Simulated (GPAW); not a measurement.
Runs of GPAW 26.7.0 on BaZrO3. The structure is cubic, space group Pm-3m (No. 221). The conventional cell has a = 4.191 Å, b = 4.191 Å, c = 4.191 Å, α = 90.00°, β = 90.00°, γ = 90.00°. Ba (site symmetry m-3m) has 12 O at 2.96 Å as nearest neighbours. Zr (site symmetry m-3m) is surrounded by 6 O at 2.10 Å. O (site symmetry 4/mmm) has 2 Zr at 2.10 Å as nearest neighbours. 

```csv
task,level,potentials or basis,U,k mesh,cutoff (eV),smearing,band path,band points,response ecut,response k mesh,response bands,gap on the mesh (eV),pressure (GPa)
band structure,PBEsol+U,"PAW data sets generated in the run's folder for this functional, pw",Zr d U = 1 eV,6 × 6 × 6,800,fermi-dirac 0.05 eV,"GXMGRX,MR",100,-,-,-,(c),-0.7
band structure,PBE,"GPAW PAW data sets (gpaw-data 1.2.1), pw",-,6 × 6 × 6,800,fermi-dirac 0.05 eV,"GXMGRX,MR",60,-,-,-,3.20,3.7
band structure,LDA,"the program's PAW data sets (release 1.2.1) made for this functional, pw",-,6 × 6 × 6,800,fermi-dirac 0.05 eV,"GXMGRX,MR",60,-,-,-,3.09,(a)
dielectric tensor,PBE,"GPAW PAW data sets (gpaw-data 1.2.1), pw",-,5 × 5 × 5,600,fermi-dirac 0.001 eV,-,-,80 eV,12 × 12 × 12,60,(b),-
band structure,PBEsol+U,"PAW data sets generated in the run's folder for this functional, pw",Zr d U = 3 eV,6 × 6 × 6,800,fermi-dirac 0.05 eV,"GXMGRX,MR",100,-,-,-,3.70,1.2
single point,TB-mBJ,"GPAW PAW data sets for LDA (gpaw-data 1.2.1), pw",-,6 × 6 × 6,800,fermi-dirac 0.05 eV,-,-,-,-,-,4.15,-
dielectric tensor,LDA,"the program's PAW data sets (release 1.2.1) made for this functional, pw",-,5 × 5 × 5,600,fermi-dirac 0.001 eV,-,-,80 eV,12 × 12 × 12,60,3.20,-
```

Alike in all rows: no spin polarisation; cell as given.

**Question.** Estimate the missing entries.

**Answer.** (a) -5.9; (b) 3.30; (c) 3.31.

Caveats: spin-orbit coupling is left out, which moves the levels of the heavy elements; the long-wavelength limit can be off by several per cent where d states take part (some runs); a model potential gives levels but no total energy (some runs); the PAW data sets were made with another functional, which shifts forces and pressure a little (some runs).

A k mesh can miss the band edges, and the runs leave out spin-orbit coupling on Ba, Zr.

Not every run made on this cell is shown here.
